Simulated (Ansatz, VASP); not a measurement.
Two plane-wave programs on PbS

The input POSCAR:

```
PbS
1.0
    2.1005110974      1.2127306475      3.4301898291
   -2.1005110974      1.2127306475      3.4301898291
    0.0000000000     -2.4254612951      3.4301898291
Pb S
1 1
Direct
    0.9781436732      0.9781436732      0.9781436732
    0.4774576568      0.4774576568      0.4774576568
```

File INCAR.step1:

```
PREC = Accurate
ENCUT = 520
ISMEAR = 0
SIGMA = 0.01
LREAL = False
LASPH = True
NELM = 60
NBANDS = 17
GGA = PE
ALGO = Normal
EDIFF = 1E-4
LWAVE = True
LCHARG = False
```

File INCAR.step2:

```
PREC = Accurate
ENCUT = 520
EDIFF = 1E-6
ISMEAR = 0
SIGMA = 0.01
LREAL = False
LASPH = True
NELM = 60
ALGO = Normal
ISIF = 2
LWAVE = False
LCHARG = True
METAGGA = R2SCAN
LMIXTAU = True
LELF = True
LVHAR = True
NBANDS = 17
ISTART = 1
```

Contents of KPOINTS:

```
regular mesh
0
Gamma
  8 8 8
```

Input for Ansatz:

```yaml
crystal:
  lattice:
    - [2.1005110974, 1.2127306475, 3.4301898291]
    - [-2.1005110974, 1.2127306475, 3.4301898291]
    - [0.0, -2.4254612951, 3.4301898291]
  atoms:
    - { symbol: Pb, position: [0.9781436732, 0.9781436732, 0.9781436732] }
    - { symbol: S, position: [0.4774576568, 0.4774576568, 0.4774576568] }
kpoints:
  mp_grid: { grid: [8, 8, 8] }
  band_path:
    path:
      - [0.0, 0.0, 0.0]
      - [-0.5, -0.5, -0.5]
      - [-0.5, -0.2499966197, -0.7500033803]
      - [-0.2499966197, 0.2499966197, -0.5]
      - [0.0, 0.0, -0.5]
      - [0.0, 0.3749983099, -0.3749983099]
      - [-0.3749983099, 0.0, -0.6250016901]
      - [-0.5, 0.0, -0.5]
    npoints: 1
hamiltonian:
  xc: r2scan
scf:
  occupations: { method: fixed }
  n_extra_bands: 4
output:
  forces: true
  stress: true
  eigenvalues: true
  write_density: true
  write_potential: true
  elf: true
  volumetric_format: npy
```

Alike in both runs: task single point; functional r2SCAN; k mesh 8 × 8 × 8; no spin polarisation.

|  | VASP | Ansatz |
| --- | --- | --- |
| version | VASP 6.6.1 | Ansatz 0.2.0 |
| potentials or method | VASP PAW PBE potentials, release 64 (Pb_d, S) | plane waves, PAW |
| plane-wave cutoff (eV) | 520 | 500 |
| occupations | gaussian, width 0.01 eV | fixed |
| valence electrons in the cell | 20 | 20 |

|  | VASP | Ansatz | Ansatz less VASP |
| --- | --- | --- | --- |
| gap on the k mesh at the Fermi level (eV) | 0.64 | 0.63 | -0.010 |
| pressure (GPa) | 1.0 | 1.0 | +0.02 |

Caveats: the PAW data sets were made with another functional, which shifts forces and pressure a little (VASP); spin-orbit coupling is left out, which as a rule narrows the gap of such compounds by several tenths of an eV. A k mesh can miss the band edges.
